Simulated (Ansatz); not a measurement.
The system is AlV2C.

```xyz
8
Lattice="2.8876 0.0000 0.0000 -1.4438 2.5007 0.0000 0.0000 0.0000 13.1048" Properties=species:S:1:pos:R:3 pbc="T T T"
V     0.0000    1.6672   11.9728
V     1.4438    0.8336    1.1320
V     1.4438    0.8336    5.4204
V     0.0000    1.6672    7.6845
Al    1.4438    0.8336    9.8286
Al    0.0000    1.6672    3.2762
C     0.0000    0.0000    6.5524
C     0.0000    0.0000    0.0000
```

The cell comes from a database or a generator and needn't be the stable form of this composition.

Base run:

```yaml
Program: Ansatz 0.2.0
Functional: PBE
Potentials_or_basis: Ansatz PAW
Cutoff: 420 eV
Density_cutoff: 1680 eV
k_mesh: 11 × 11 × 2
Occupations: fermi-dirac, width 0.05 eV
Spin: collinear spin, ferromagnetic start
Starting_moments: "[2.0, 2.0, 2.0, 2.0, 0.0, 0.0, 0.0, 0.0] μB"
```

Its results: band gap on the k mesh none (metal or under the smearing width); pressure 1.9 GPa; net moment 0.00 μB per cell; largest force 0.209 eV/Å.

The run is repeated on the same cell with these changes: functional from PBE to PBEsol. What comes out?

Band gap on the k mesh none (metal or under the smearing width); pressure -3.8 GPa; net moment 0.00 μB per cell; largest force 0.477 eV/Å.

PBEsol binds more tightly than PBE, so the same cell stands under less pressure.

Caveats: the PAW data sets come from PBE, with cores solved anew for the run's functional, which leaves a small shift of forces and pressure (some runs).

Not every run made on this cell is shown here.
